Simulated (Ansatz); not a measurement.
Start of a relaxation of GaAs:

```cif
data_structure
_symmetry_space_group_name_H-M 'P6mm'
_symmetry_Int_Tables_number 183
_cell_length_a 4.3007
_cell_length_b 4.3007
_cell_length_c 2.9408
_cell_angle_alpha 90.000
_cell_angle_beta 90.000
_cell_angle_gamma 120.000
_cell_volume 47.11
loop_
_atom_site_label
_atom_site_type_symbol
_atom_site_symmetry_multiplicity
_atom_site_Wyckoff_symbol
_atom_site_fract_x
_atom_site_fract_y
_atom_site_fract_z
_atom_site_occupancy
Ga1 Ga 1 a 0.00000 0.00000 0.87695 1
As1 As 1 a 0.00000 0.00000 0.38365 1
```

The calculation used DFT PBE, scalar-relativistic, plane waves, PAW in Ansatz. Cutoff 420 eV, Gaussian smearing, Γ-centred meshes. Cell and atoms relax first on a coarse mesh and then on a finer one. In between, the cell is made exact in the group found at 0.06 Å. In metals the finer mesh still leaves noise of several meV/atom or more. The steps can't lower the symmetry of their start. No spin polarisation.

A guess keeps its type if space group and coordination stay and the shape of the cell changes little (axis ratios within about 15 %, angles within 6°); the volume may change.

Question: Does it keep its structure type, or change into something else?

Answer: It doesn't keep its type. The symmetry goes from P6mm (No. 183) to P6/mmm (No. 191). The volume per atom shrinks by 18.5 %, from 23.6 to 19.2 Å³. The shortest distance goes from 1.45 Å (Ga–As) to 2.71 Å (Ga–As). Counting neighbours within 15 % of an atom's shortest distance, the start has As 2, Ga 2 and the end As 8, Ga 8. In detail, at the end around Ga lie 2 As at 2.71 Å and 6 Ga at 2.86 Å; As is surrounded by 2 Ga at 2.71 Å and 6 As at 2.86 Å.

```cif
data_structure
_symmetry_space_group_name_H-M 'P6/mmm'
_symmetry_Int_Tables_number 191
_cell_length_a 2.8594
_cell_length_b 2.8594
_cell_length_c 5.4190
_cell_angle_alpha 90.000
_cell_angle_beta 90.000
_cell_angle_gamma 120.000
_cell_volume 38.37
loop_
_atom_site_label
_atom_site_type_symbol
_atom_site_symmetry_multiplicity
_atom_site_Wyckoff_symbol
_atom_site_fract_x
_atom_site_fract_y
_atom_site_fract_z
_atom_site_occupancy
Ga1 Ga 1 b 0.00000 0.00000 0.50000 1
As1 As 1 a 0.00000 0.00000 0.00000 1
```

The last run used a 24×24×10 mesh (in the run's order of axes) for its 2-atom cell and Gaussian smearing of 0.10 eV. A structure relaxed within its symmetry needn't be a true minimum. Another cell of GaAs relaxed alike, in F-43m (a cell as deposited in COD), lies 0.45 eV/atom lower, so this cell isn't the stable form at this level.
